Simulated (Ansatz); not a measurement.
## Zn: pressure and energy above lowest point against volume per atom

All results are calculated (Ansatz 0.2.0 development build). Equation of state of a cubic crystal from periodic Kohn-Sham density functional theory without spin; pressure corrected for the finite basis.

Cell of the first row (space group Pm-3m, No. 221):
```
cell vectors (Å)
   2.5775     0.0000     0.0000
   0.0000     2.5775     0.0000
   0.0000     0.0000     2.5775
atoms (fractions of the cell vectors)
Zn  0.00000  0.00000  0.00000
```

Settings of every row: formula Zn; structure type simple cubic; functional PBE; spin treatment none; k mesh 21x21x21; occupation method fermi-dirac; occupation width 0.061225619 eV; wave cutoff 700 eV; datasets soft-1 PAW; density cutoff ratio 4.

Limits: a cubic model structure, not a phase known at ambient conditions; modest k-mesh, values are not fully converged in k; the SCF threshold is loose for a stress in some rows.

```csv
row,volume per atom (Å³),pressure (GPa),energy above lowest point (meV/atom)
1,17.124,3.35,10.37
2,17.488,2.058,4.25
3,17.853,?,?
4,18.217,-0.102,0
5,18.581,-0.998,1.27
6,18.946,-1.79,4.46
7,19.31,-2.487,9.34
```

Question: what pressure and energy above lowest point should row 3 give?

Worked fit of pressure. Take u = (V_r/V)^(2/3) − 1 with V_r = 18.399 Å³ an atom, which is twice the finite (Eulerian) strain; such expansions in the strain, on which the Birch-Murnaghan equation of state is built, carry the rest volume and the bulk modulus. The shown rows have u = 0.04904, 0.03443, 0.00665, -0.00654, -0.01934, -0.0317. Least squares give pressure = −0.5638 + 67.863 × u + 233.52 × u² + 205.4 × u³ GPa; a parabola predicts inner rows, each left out in turn, worse (root mean square 0.0041 against 0.00048 GPa). All shown rows lie on it to the printed digit. The pressure vanishes at u = 0.0081, or V = 18.18 Å³ an atom, and there the bulk modulus at fixed shape and fractions is B = −V dP/dV = (2/3)(1 + u) dP/du = 48.2 GPa. The withheld row has u = 0.02029, so the fit gives −0.5638 + 67.863 × (0.02029) + 233.52 × (0.02029)² + 205.4 × (0.02029)³ = 0.911 GPa.

The calculation gave 0.912 GPa. The fit lies 0.001 GPa (0.017 % of the column's range) below it, one unit of the last digit.

Worked fit of energy above lowest point. Take u = (V_r/V)^(2/3) − 1 with V_r = 18.399 Å³ an atom, which is twice the finite (Eulerian) strain; such expansions in the strain, on which the Birch-Murnaghan equation of state is built, carry the rest volume and the bulk modulus. The shown rows have u = 0.04904, 0.03443, 0.00665, -0.00654, -0.01934, -0.0317. Least squares give energy above lowest point = 0.38 − 96.98 × u + 5964.4 × u² + 3404 × u³ meV/atom; a parabola predicts inner rows, each left out in turn, worse (root mean square 0.069 against 0.0024 meV/atom). All shown rows lie on it to the printed digit. Its lowest point lies at u = 0.0081, or V = 18.18 Å³ an atom, and the curvature there gives the bulk modulus at fixed shape and fractions, B = (4/9)(1 + u)² E″(u)/V = 48.1 GPa. The withheld row has u = 0.02029, so the fit gives 0.38 − 96.98 × (0.02029) + 5964.4 × (0.02029)² + 3404 × (0.02029)³ = 0.90 meV/atom.

The calculation gave 0.9 meV/atom. The fit meets it to the printed digit.
